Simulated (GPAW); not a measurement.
The system is Ni.

```
CELL_PARAMETERS angstrom
2.45730 0.00000 0.00000
1.22865 2.12808 0.00000
1.22865 0.70936 2.00638
ATOMIC_POSITIONS crystal
Ni 0.00000 0.00000 0.00000
```

Base run:

```yaml
Program: GPAW 26.7.0
Functional: WC
Potentials_or_basis: PAW data sets generated in the run's folder for this functional
Cutoff: 600 eV
Basis: pw
k_mesh: 11 × 11 × 11
Occupations: fermi-dirac, width 0.05 eV
Spin: collinear spin, ferromagnetic start
Starting_moments: "[1.0] μB"
```

Its results: pressure 1.1 GPa; net moment 0.58 μB per cell; site moments Ni +0.61 μB.

The run is repeated on the same cell with these changes: functional from WC to SCAN; potentials or basis from PAW data sets generated in the run's folder for this functional to GPAW PAW data sets (gpaw-data 1.2.1). What comes out?

Pressure 1.5 GPa; net moment 0.81 μB per cell; site moments Ni +0.88 μB.

Caveats: the stock nickel data set gives pressures a few GPa off other programs; the PAW data sets were made with another functional, which shifts forces and pressure a little (some runs).

Not every run made on this cell is shown here.
